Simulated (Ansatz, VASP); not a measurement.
One calculation of La, two programs

```xyz
2
Lattice="3.1865 0.0000 0.0000 -1.5932 2.7596 0.0000 0.0000 0.0000 5.4148" Properties=species:S:1:pos:R:3 pbc="T T T"
La    0.0000    1.8397    1.3537
La    1.5932    0.9199    4.0611
```

Alike in both runs: functional LDA; k mesh 13 × 13 × 7; occupations fermi-dirac, width 0.05 eV; no spin polarisation.

Ansatz relaxed the structure, and its values are those at the end. VASP's run is a single point on that final structure, the one shown.

|  | VASP | Ansatz |
| --- | --- | --- |
| version | VASP 6.6.1 | Ansatz 0.2.0 |
| potentials or method | VASP PAW LDA potentials, release 64 (La), cutoff 520 eV | all-electron LAPW, non-relativistic |

```csv
,VASP,Ansatz,Ansatz less VASP
pressure (GPa),13.9,0.0,-13.87
```

One of these differences is far larger than is usual between the two programs; its cause wasn't traced. Ansatz ran all-electron here, so the differences hold the error of VASP's frozen core and of both bases.

Spin-orbit coupling is left out, which matters for the levels of La.
